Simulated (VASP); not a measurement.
**MoS2: relaxation of cell and atoms with PBE+D3(BJ)**

The system is MoS2, a slab with vacuum.

```xyz
3
Lattice="3.1531 0.0000 0.0000 -1.5766 2.7307 0.0000 0.0000 0.0000 21.1303" Properties=species:S:1:pos:R:3 pbc="T T T"
S     0.0000    1.8205    8.9981
S     0.0000    1.8205   12.1322
Mo    1.5766    0.9102   10.5651
```

| Item | Value |
| --- | --- |
| Program | VASP 6.6.1 |
| Task | relaxation of cell and atoms |
| Functional | PBE |
| Dispersion | D3(BJ) |
| Potentials or basis | VASP PAW PBE potentials, release 64 (S, Mo_sv) |
| Cutoff | 600 eV |
| k mesh | 12 × 12 × 1 |
| Occupations | gaussian, width 0.03 eV |
| Spin | no spin polarisation |
| Further INCAR settings | ALGO = Normal; EDIFF = 1e-07; IBRION = 2; EDIFFG = -0.005; NSW = 90; ISIF = 3 |

The band gap on the k mesh is 1.78 eV, direct. The dispersion energy per atom is -0.320 eV.

Final structure:
```yaml
crystal:
  lattice:
    - [3.15315, 0.00000, 0.00000]
    - [-1.57657, 2.73070, 0.00000]
    - [0.00000, 0.00000, 21.13030]
  atoms:
    - { symbol: S, position: [0.33333, 0.66667, 0.42584] }
    - { symbol: S, position: [0.33333, 0.66667, 0.57416] }
    - { symbol: Mo, position: [0.66667, 0.33333, 0.50000] }
```

Levels at points of the mesh, in eV from the valence-band top:
| k point | band 9 | band 10 | band 11 | band 12 | band 13 | band 14 | band 15 | band 16 | band 17 |
| --- | --- | --- | --- | --- | --- | --- | --- | --- | --- |
| (0.00, 0.00, 0.00) | -2.57 | -1.86 | -1.45 | -1.45 | -0.09 | 2.84 | 2.84 | 3.08 | 3.08 |
| (0.50, 0.00, 0.00) | -4.12 | -3.16 | -1.95 | -0.91 | -0.65 | 2.36 | 2.86 | 3.93 | 4.38 |

Wall time 68 s on 4 MPI ranks on Intel(R) Xeon(R) Platinum 8175M CPU @ 2.50GHz (Skylake/Cascade Lake), with other jobs on the host, peak memory 0.43 GiB a rank.

Caveat: the relaxation stopped at its first step, so nothing moved. A hybrid or GW would open this gap; PBE tends to underestimate it.
